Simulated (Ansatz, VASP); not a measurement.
# InH3 in two plane-wave programs, part 2 of 3

One calculation is typed for both programs; each brings its own data sets. How far apart do they land? The cell is generated by rule, not measured, and may not be a known phase. The cell is taken from a series of runs on this material, whose earlier steps may have relaxed, scaled, displaced or heated it; both programs get it as it stands.

VASP 6.6.1 and Ansatz 0.2.0.

So far: The starting structure; Ansatz: zone-centre phonons, PBEsol.

## Step 3: VASP: zone-centre phonons, PBEsol

Level of this step: PBEsol; plane waves and PAW (In_d, H); invented cell (VASP).

The same cell, functional, mesh and smearing now go to VASP, with its own data sets.

Lines of VASP's logs that name or quote its potential files are left out, and so is its time.

INCAR

```
SYSTEM = InH3
PREC = Accurate
ENCUT = 500
EDIFF = 1E-08
NELM = 120
ISMEAR = 1
SIGMA = 0.15
LREAL = .FALSE.
ALGO = Normal
GGA = PS
NBANDS = 24
LORBIT = 11
LWAVE = .FALSE.
LCHARG = .FALSE.
ISIF = 2
IBRION = 8
LASPH = .TRUE.
GGA_COMPAT = .FALSE.
KPAR = 2
```

POSCAR

```
InH3
1.0
    5.2063547324      0.0000000000      0.0000000000
    0.0000000000      5.2063547324      0.0000000000
    0.0000000000      0.0000000000      3.8261646297
In H
2 6
Direct
    0.5000000000      0.5000000000      0.0000000000
    0.0000000000      0.0000000000      0.0000000000
    0.5000000000      0.5000000000      0.5000000000
    0.0000000000      0.0000000000      0.5000000000
    0.1762450552      0.3237549448      0.0000000000
    0.8237549448      0.6762450552      0.0000000000
    0.3237549448      0.8237549448      0.0000000000
    0.6762450552      0.1762450552      0.0000000000
```

KPOINTS

```
Automatic mesh
0
Gamma
6 6 8
0 0 0
```

Potentials, in the order of the species: In_d and H (PBE family, release 64).

Command:

```console
> mpirun -np 2 vasp_std
```

Output:

```text
[banner, memory and clock lines left out]
running    2 mpi-ranks, on    1 nodes
 distrk:  each k-point on    1 cores,    2 groups
 distr:  one band on    1 cores,    1 groups

 POSCAR found type information on POSCAR InH
 POSCAR found :  2 types and       8 ions
|                                                                             |
|               ----> ADVICE to this user running VASP <----                  |
|                                                                             |
|     You enforced a specific xc type in the INCAR file but a different       |
|     [... a line on the potential file left out ...]
|     I HOPE YOU KNOW WHAT YOU ARE DOING!                                     |
|                                                                             |

 LDA part: xc-table for (Slater+PW92), standard interpolation
 POSCAR, INCAR and KPOINTS ok, starting setup
 FFT: planning ... GRIDC
 FFT: planning ... GRID_SOFT
 FFT: planning ... GRID
 WAVECAR not read
 entering main loop
       N       E                     dE             d eps       ncg     rms          rms(c)
DAV:   1     0.245962681686E+03    0.24596E+03   -0.14270E+04  2400   0.142E+03
DAV:   2    -0.208838391673E+01   -0.24805E+03   -0.23820E+03  2464   0.364E+02
DAV:   3    -0.235907753576E+02   -0.21502E+02   -0.21272E+02  3096   0.124E+02
DAV:   4    -0.243982636943E+02   -0.80749E+00   -0.80608E+00  2720   0.269E+01
DAV:   5    -0.244465275240E+02   -0.48264E-01   -0.48262E-01  4016   0.546E+00    0.916E+00
DAV:   6    -0.233735943053E+02    0.10729E+01   -0.97602E-01  3312   0.151E+01    0.444E+00
DAV:   7    -0.231231127128E+02    0.25048E+00   -0.69170E-01  3728   0.689E+00    0.687E-01
DAV:   8    -0.231264373825E+02   -0.33247E-02   -0.58007E-02  3216   0.313E+00    0.401E-01
DAV:   9    -0.231305907758E+02   -0.41534E-02   -0.31012E-03  2832   0.358E-01    0.174E-01
DAV:  10    -0.231325976125E+02   -0.20068E-02   -0.14607E-03  2720   0.187E-01    0.392E-02
DAV:  11    -0.231328484425E+02   -0.25083E-03   -0.28451E-04  2832   0.967E-02    0.181E-02
DAV:  12    -0.231328523589E+02   -0.39164E-05   -0.35691E-05  2896   0.683E-02    0.189E-02
DAV:  13    -0.231328531464E+02   -0.78750E-06   -0.38615E-06  3480   0.135E-02    0.893E-03
DAV:  14    -0.231328534191E+02   -0.27276E-06   -0.11170E-06  3224   0.137E-02    0.194E-03
DAV:  15    -0.231328533245E+02    0.94607E-07   -0.10235E-07  3088   0.257E-03    0.218E-03
DAV:  16    -0.231328532977E+02    0.26788E-07   -0.22549E-08  2296   0.164E-03    0.791E-04
DAV:  17    -0.231328532954E+02    0.23715E-08   -0.17437E-09  1776   0.353E-04
   1 F= -.23132853E+02 E0= -.23132740E+02  d E =-.340545E-03
 Linear response reoptimize wavefunctions to high precision
DAV:   1    -0.231328532825E+02    0.12880E-07   -0.88283E-10  2088   0.392E-04
DAV:   2    -0.231328532825E+02   -0.34561E-10   -0.31765E-10  1568   0.146E-04
 Linear response DOF=           6
 Linear response progress:
  Degree of freedom:   1/  6
       N       E                     dE             d eps       ncg     rms          rms(c)
RMM:   1    -0.239316659682E+00   -0.23932E+00   -0.75431E-02  6575   0.418E+00
RMM:   2    -0.241031890933E+00   -0.17152E-02   -0.13516E-02  7975   0.838E-01    0.818E-02
RMM:   3    -0.240821003611E+00    0.21089E-03   -0.21201E-03  8492   0.298E-01    0.471E-02
RMM:   4    -0.240610206256E+00    0.21080E-03   -0.46818E-04  8772   0.102E-01    0.252E-02
RMM:   5    -0.240549408305E+00    0.60798E-04   -0.68930E-05  8865   0.393E-02    0.890E-03
RMM:   6    -0.240555231578E+00   -0.58233E-05   -0.28290E-05  9036   0.143E-02    0.345E-03
RMM:   7    -0.240574358745E+00   -0.19127E-04   -0.32872E-05  8906   0.591E-03    0.118E-03
RMM:   8    -0.240573200696E+00    0.11580E-05   -0.80437E-06  9292   0.233E-03    0.703E-04
RMM:   9    -0.240573723176E+00   -0.52248E-06   -0.24479E-06  9257   0.104E-03    0.201E-04
RMM:  10    -0.240572634062E+00    0.10891E-05    0.52575E-07  9709   0.480E-04    0.190E-04
RMM:  11    -0.240572770186E+00   -0.13612E-06    0.26327E-08  9046   0.240E-04    0.379E-05
RMM:  12    -0.240572673163E+00    0.97023E-07   -0.72080E-08  8813   0.139E-04    0.700E-05
RMM:  13    -0.240572680578E+00   -0.74157E-08    0.47710E-08 10369   0.774E-05    0.872E-05
 first order change of Fermi-energy   0.31027E-04
 force on displaced ion       1 direction 1 :  -8.130  -0.005   0.000
 Linear response progress:
  Degree of freedom:   2/  6
       N       E                     dE             d eps       ncg     rms          rms(c)
RMM:   1    -0.232925527669E+00   -0.23293E+00   -0.98158E-02  3636   0.403E+00
RMM:   2    -0.235485988744E+00   -0.25605E-02   -0.98021E-03  4321   0.734E-01    0.659E-02
RMM:   3    -0.235682291687E+00   -0.19630E-03   -0.99351E-04  4588   0.214E-01    0.418E-02
RMM:   4    -0.235711935688E+00   -0.29644E-04   -0.93609E-05  4789   0.751E-02    0.335E-02
RMM:   5    -0.235816415456E+00   -0.10448E-03   -0.17819E-05  4579   0.291E-02    0.137E-03
RMM:   6    -0.235811738375E+00    0.46771E-05   -0.23797E-06  4997   0.111E-02    0.172E-03
RMM:   7    -0.235811213727E+00    0.52465E-06   -0.48075E-07  4939   0.399E-03    0.208E-03
RMM:   8    -0.235805432573E+00    0.57812E-05   -0.97798E-08  4730   0.162E-03    0.428E-03
RMM:   9    -0.235809445498E+00   -0.40129E-05   -0.11080E-07  4497   0.188E-03    0.353E-03
[...]
RMM:  12    -0.235804804262E+00    0.62466E-06   -0.11048E-08  4512   0.674E-04    0.175E-03
RMM:  13    -0.235804497056E+00    0.30721E-06    0.31499E-08  4763   0.292E-04    0.858E-04
RMM:  14    -0.235804304240E+00    0.19282E-06   -0.10996E-08  4750   0.187E-04    0.231E-04
RMM:  15    -0.235804361556E+00   -0.57316E-07   -0.31089E-09  5028   0.878E-05    0.182E-04
RMM:  16    -0.235804453102E+00   -0.91545E-07    0.69218E-09  4745   0.662E-05    0.595E-05
RMM:  17    -0.235804443753E+00    0.93488E-08    0.30123E-09  5197   0.398E-05    0.318E-05
 first order change of Fermi-energy  -0.20879E-03
 force on displaced ion       1 direction 3 :   0.000  -0.000  -4.034
 Linear response progress:
  Degree of freedom:   3/  6
       N       E                     dE             d eps       ncg     rms          rms(c)
RMM:   1    -0.158253007210E-01   -0.15825E-01   -0.83211E-03  8077   0.478E-01
RMM:   2    -0.155332104829E-01    0.29209E-03   -0.49818E-04  7614   0.130E-01    0.681E-02
RMM:   3    -0.158036455122E-01   -0.27044E-03   -0.11989E-04  8454   0.584E-02    0.379E-02
RMM:   4    -0.162703900516E-01   -0.46674E-03   -0.64298E-05  8391   0.369E-02    0.528E-03
RMM:   5    -0.163353201167E-01   -0.64930E-04   -0.50811E-06  8795   0.146E-02    0.199E-03
RMM:   6    -0.163215765835E-01    0.13744E-04   -0.57501E-07  8696   0.450E-03    0.155E-03
RMM:   7    -0.163240238671E-01   -0.24473E-05   -0.15227E-07  8592   0.208E-03    0.913E-04
RMM:   8    -0.163220032312E-01    0.20206E-05   -0.20807E-08  9027   0.842E-04    0.357E-04
RMM:   9    -0.163215036286E-01    0.49960E-06   -0.34057E-09  8609   0.328E-04    0.533E-05
RMM:  10    -0.163213418319E-01    0.16180E-06    0.30404E-09  9612   0.126E-04    0.535E-05
RMM:  11    -0.163213104294E-01    0.31403E-07    0.53521E-10  9020   0.578E-05    0.481E-05
RMM:  12    -0.163213097565E-01    0.67284E-09    0.21676E-10  8735   0.324E-05    0.498E-05
 first order change of Fermi-energy   0.18231E-04
 force on displaced ion       3 direction 1 :  -0.939  -0.000   0.000
 Linear response progress:
  Degree of freedom:   4/  6
       N       E                     dE             d eps       ncg     rms          rms(c)
RMM:   1    -0.183469221373E-01   -0.18347E-01   -0.58017E-03  4245   0.778E-01
RMM:   2    -0.166916768036E-01    0.16552E-02   -0.11230E-03  4355   0.161E-01    0.148E-01
RMM:   3    -0.169215703007E-01   -0.22989E-03   -0.30433E-04  4523   0.100E-01    0.744E-02
RMM:   4    -0.174834646447E-01   -0.56189E-03   -0.18594E-04  4636   0.749E-02    0.208E-02
RMM:   5    -0.176292754446E-01   -0.14581E-03   -0.16439E-05  4743   0.253E-02    0.915E-03
RMM:   6    -0.176143355630E-01    0.14940E-04   -0.14840E-06  4653   0.793E-03    0.769E-03
RMM:   7    -0.176145779392E-01   -0.24238E-06   -0.65938E-07  4673   0.490E-03    0.307E-02
RMM:   8    -0.176180165614E-01   -0.34386E-05   -0.24047E-07  4422   0.287E-03    0.707E-04
RMM:   9    -0.176189435799E-01   -0.92702E-06   -0.23306E-08  5001   0.103E-03    0.366E-04
RMM:  10    -0.176188243520E-01    0.11923E-06   -0.17710E-09  4995   0.410E-04    0.216E-04
RMM:  11    -0.176188672663E-01   -0.42914E-07    0.14811E-08  4970   0.162E-04    0.463E-05
RMM:  12    -0.176188409249E-01    0.26341E-07   -0.21554E-08  5100   0.630E-05    0.467E-05
RMM:  13    -0.176188410135E-01   -0.88528E-10    0.27319E-09  4969   0.242E-05    0.149E-05
 first order change of Fermi-energy   0.10834E-03
 force on displaced ion       3 direction 3 :   0.000  -0.000  -8.069
 Linear response progress:
  Degree of freedom:   5/  6
       N       E                     dE             d eps       ncg     rms          rms(c)
RMM:   1    -0.172539414229E-01   -0.17254E-01   -0.72396E-03  8527   0.851E-01
RMM:   2    -0.162772692877E-01    0.97667E-03   -0.17337E-03  7271   0.332E-01    0.120E-01
RMM:   3    -0.164947729237E-01   -0.21750E-03   -0.36850E-04  7849   0.149E-01    0.622E-02
RMM:   4    -0.169870947111E-01   -0.49232E-03   -0.11784E-04  8363   0.679E-02    0.121E-02
RMM:   5    -0.170574467650E-01   -0.70352E-04   -0.12843E-05  8779   0.231E-02    0.112E-02
RMM:   6    -0.170796099185E-01   -0.22163E-04    0.25762E-07  9014   0.907E-03    0.835E-03
RMM:   7    -0.170925142521E-01   -0.12904E-04    0.23571E-07  8297   0.478E-03    0.337E-03
RMM:   8    -0.171092928662E-01   -0.16779E-04    0.11374E-07  8786   0.235E-03    0.139E-03
RMM:   9    -0.171101407520E-01   -0.84789E-06   -0.32805E-07  8192   0.128E-03    0.169E-03
RMM:  10    -0.171105280369E-01   -0.38728E-06    0.55974E-08  7708   0.635E-04    0.109E-03
RMM:  11    -0.171107271610E-01   -0.19912E-06    0.65639E-08  8588   0.307E-04    0.619E-04
RMM:  12    -0.171107377324E-01   -0.10571E-07    0.30161E-08  9719   0.129E-04    0.583E-04
RMM:  13    -0.171107373398E-01    0.39257E-09   -0.87246E-09  9079   0.557E-05    0.464E-04
 first order change of Fermi-energy   0.81683E-02
 force on displaced ion       5 direction 1 :  -4.143  -2.529   0.000
 Linear response progress:
  Degree of freedom:   6/  6
       N       E                     dE             d eps       ncg     rms          rms(c)
RMM:   1    -0.156966153177E-01   -0.15697E-01   -0.92065E-03  7139   0.534E-01
RMM:   2    -0.153234924643E-01    0.37312E-03   -0.81087E-04  6563   0.192E-01    0.678E-02
RMM:   3    -0.155870615457E-01   -0.26357E-03   -0.16279E-04  7682   0.740E-02    0.379E-02
RMM:   4    -0.160709024808E-01   -0.48384E-03   -0.63302E-05  7177   0.368E-02    0.329E-03
RMM:   5    -0.161122164946E-01   -0.41314E-04   -0.48498E-06  7978   0.150E-02    0.211E-03
RMM:   6    -0.161091423931E-01    0.30741E-05   -0.53703E-07  7720   0.471E-03    0.964E-04
RMM:   7    -0.161120173970E-01   -0.28750E-05   -0.13141E-07  8138   0.203E-03    0.872E-04
RMM:   8    -0.161107149894E-01    0.13024E-05   -0.25630E-08  7377   0.905E-04    0.258E-04
RMM:   9    -0.161111597977E-01   -0.44481E-06   -0.10308E-08  7757   0.421E-04    0.383E-04
RMM:  10    -0.161111848442E-01   -0.25047E-07   -0.24167E-10  8521   0.156E-04    0.211E-04
RMM:  11    -0.161110120650E-01    0.17278E-06    0.40611E-09  7756   0.742E-05    0.115E-04
RMM:  12    -0.161109857985E-01    0.26267E-07   -0.68440E-10  8615   0.297E-05    0.487E-05
RMM:  13    -0.161109732596E-01    0.12539E-07   -0.19674E-09  7919   0.142E-05    0.240E-05
RMM:  14    -0.161109699646E-01    0.32950E-08    0.89997E-11  7000   0.917E-06    0.385E-06
 first order change of Fermi-energy  -0.19866E-04
 force on displaced ion       5 direction 3 :  -0.001   0.001  -0.962
 Linear response finished
```

(Continued in part 3 of 3.)

[Lines on the potential files, build, host, timing and source positions are cut from VASP's logs without a mark.]

[Logs are printed without paths, hosts, clocks, repeated set-up lines and the standing remarks that a program may print on its own settings, such as how far it seeks lower states.]

[Hosts, paths, dates, database ids (printed as entryN), source tags and the programs' standing remarks are cut or masked in the printed files.]
